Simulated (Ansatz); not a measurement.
MgS built on the NiAs prototype: a one-shot G0W0 calculation in the plane-wave code Ansatz (G0W0@LDA with 266 empty bands, a screening cutoff of 140 eV and a 6×6×2 mesh). The geometry is the r2SCAN minimum.

```yaml
crystal:
  lattice:
    - [3.6454348044, 0.0, 0.0]
    - [-1.8227174022, 3.1570391485, 0.0]
    - [0.0, 0.0, 6.1473560942]
  atoms:
    - { symbol: Mg, position: [0.0, 0.0, 0.0] }
    - { symbol: Mg, position: [0.0, 0.0, 0.5] }
    - { symbol: S, position: [0.3333333333, 0.6666666667, 0.25] }
    - { symbol: S, position: [0.6666666667, 0.3333333333, 0.75] }
kpoints:
  mp_grid: { grid: [6, 6, 2] }
hamiltonian:
  xc: lda
scf:
  occupations: { method: fixed }
gw:
  n_empty_bands: 266
  ecut_chi: 140
  qp_bands: [v2, c2]
  qp_kpoints: band_edges
  screening: { model: contour_deformation }
```

In the abridged output below, numbers in square brackets stand for lines, or ends of lines, that were taken out.
```
Pseudopotential: Mg, paw, valence charge 10, recommended cutoff 420 eV (normal)
Pseudopotential: S, paw, valence charge 6, recommended cutoff 420 eV (normal)
Functional definition: SPW92
Crystal: 4 atoms, lattice volume = 70.749 Å³
[1]
Bands: 20, of which v1, the nominal top of the filled ones, is band 16 counted from 1 (15 counted from 0)
Symmetry: 24 space group operations
Space group: P63/mmc (ITA 194)
k-points: 14 of 72
preconditioner: auto → Resta (q_TF=auto, 2.390 Å⁻¹)  ε∞=4.1  [insulator: Δε(μ)=3.137 eV  ℏωp=17.7 eV]
SCF 1 converged in 6 iterations: F = -5548.215103 eV  dr2 = 7.27e-9
SCF converged after 6 iterations
Free energy (F): -5548.215103 eV
Fermi energy:    6.159024 eV
--- G₀W₀: contour deformation, 6 samples at zero and on the imaginary axis and 1 off it, 72 q-points, 266 empty bands' worth ---
    ik  band        ε_KS         Σx   Σc(E_QP)       V_xc       Z   E_QP_lin       E_QP  E_QP is
     0    15      6.1590  [2]
     0    16      6.1590   -18.3077     1.8712   -15.6424  0.7712     5.3584     5.3650  root
     0    17      9.4618    -8.7823    -4.1401   -13.6446  0.8017    10.1887    10.1840  root
     0    18     10.6272    -6.6008    -4.1056   -11.3418  0.8053    11.2665    11.2626  root
     1    15      5.9130   -18.1368     1.9586   -15.3613  0.7695     5.0887     5.0961  root
     1    16      5.9130   -18.1368     1.9586   -15.3613  0.7695     5.0887     5.0961  root
     1    17     10.7852    -7.4395    -4.2506   -12.3852  0.8002    11.4852    11.4803  root
     1    18     10.7852    -7.4395    -4.2506   -12.3852  0.8002    11.4852    11.4803  root
     2    15      5.7855   -18.1853     1.9876   -15.3873  0.7682     4.9678     4.9752  root
     2    16      6.0311   -18.2079     1.9153   -15.4863  0.7702     5.2178     5.2248  root
     2    17     10.6362    -8.7391    -4.2637   -13.7196  0.7946    11.3583    11.3530  root
     2    18     11.4891  [3]
     3    15      5.6425   -17.9542     2.0296   -15.0933  0.7681     4.8032     4.8112  root
     3    16      5.6425   -17.9542     2.0296   -15.0933  0.7681     4.8032     4.8112  root
     3    17     11.4257    -7.2946    -4.4118   -12.4570  0.7946    12.1827    12.1762  root
     3    18     11.4257    -7.2946    -4.4118   -12.4570  0.7946    12.1827    12.1762  root
     4    15      5.2044  [4]
     4    16      5.7067   -18.0196     2.0243   -15.1640  0.7681     4.8675     4.8754  root
     4    17     10.5024    -5.5133    -4.0639   -10.2114  0.8079    11.1404    11.1365  root
     4    18     11.0596    -7.0327    -4.3206   -12.1219  0.7956    11.8350    11.8283  root
     5    15      5.1887   -17.7665     2.1729   -14.7346  0.7651     4.3206     4.3298  root
     5    16      5.1887   -17.7665     2.1729   -14.7346  0.7651     4.3206     4.3298  root
     5    17     10.4310    -6.6727    -4.1560   -11.5367  0.8026    11.1441    11.1391  root
     5    18     10.4310    -6.6727    -4.1560   -11.5367  0.8026    11.1441    11.1391  root
     6    15      4.5551   -17.6496     2.3892   -14.3640  0.7601     3.6474     3.6587  root
     6    16      5.5466   -17.9493     2.0777   -15.0286  0.7670     4.6953     4.7037  root
     6    17     10.0385    -5.4778    -3.9628   -10.0564  0.8103    10.6578    10.6543  root
     6    18     10.3771    -7.6662    -4.1081   -12.5095  0.7973    11.1177    11.1123  root
     7    15      4.9927   -17.7161     2.2385   -14.6065  0.7637     4.1119     4.1217  root
     7    16      4.9927   -17.7161     2.2385   -14.6065  0.7637     4.1119     4.1217  root
     7    17      9.9653    -6.8782    -4.0648   -11.6453  0.8039    10.6723    10.6676  root
     7    18      9.9653    -6.8782    -4.0648   -11.6453  0.8039    10.6723    10.6676  root
    11    15      5.1099  [5]
    11    16      5.1099   -17.6550     2.1600   -14.6433  0.7648     4.2491     4.2582  root
    11    17     10.5699    -6.5927    -4.1778   -11.4748  0.8011    11.2793    11.2742  root
    11    18     10.5699    -6.5927    -4.1778   -11.4748  0.8011    11.2793    11.2742  root
  […]
```

The points are ik 0 = (0, 0, 0) (Γ), ik 1 = (0, 0, -1/2), ik 2 = (0, 1/6, 0), ik 3 = (0, 1/6, -1/2), ik 4 = (0, 1/3, 0), ik 5 = (0, 1/3, -1/2), ik 6 = (0, -1/2, 0), ik 7 = (0, -1/2, -1/2), ik 11 = (1/6, 1/3, -1/2), ik 12 = (1/3, 1/3, 0), ik 13 = (1/3, 1/3, -1/2); band 16 is the last filled one.

Task: Fill in the blanks. They hold quasiparticle rows, cutoff and plane waves at Γ.

Result:
```
[1]
Basis set: ecut = 420 eV, 1353 PW (Γ)
[2]
     0    15      6.1590   -18.3077     1.8712   -15.6424  0.7712     5.3584     5.3650  root
[3]
     2    18     11.4891    -6.1488    -4.2649   -11.0755  0.8004    12.1557    12.1510  root
[4]
     4    15      5.2044   -17.5498     2.0710   -14.6493  0.7664     4.3665     4.3749  root
[5]
    11    15      5.1099   -17.6550     2.1600   -14.6433  0.7648     4.2491     4.2582  root
```
Only the leading digits can be foreseen; the rest is this run's record.

Run as `ansatz run input.yaml --threads 2 --pin off --max-ram 3686MiB --backend cpu --events-out ev --progress --plain --runs-dir out`.

Task: What wall time did it need on 2 threads of Intel(R) Xeon(R) 6975P-C (Granite Rapids), with other jobs on the host, and how much host memory at the peak?

Result: About 70 s, with a peak of 0.61 GiB.

Spin-unpolarised throughout. Whether this structure exists isn't addressed.
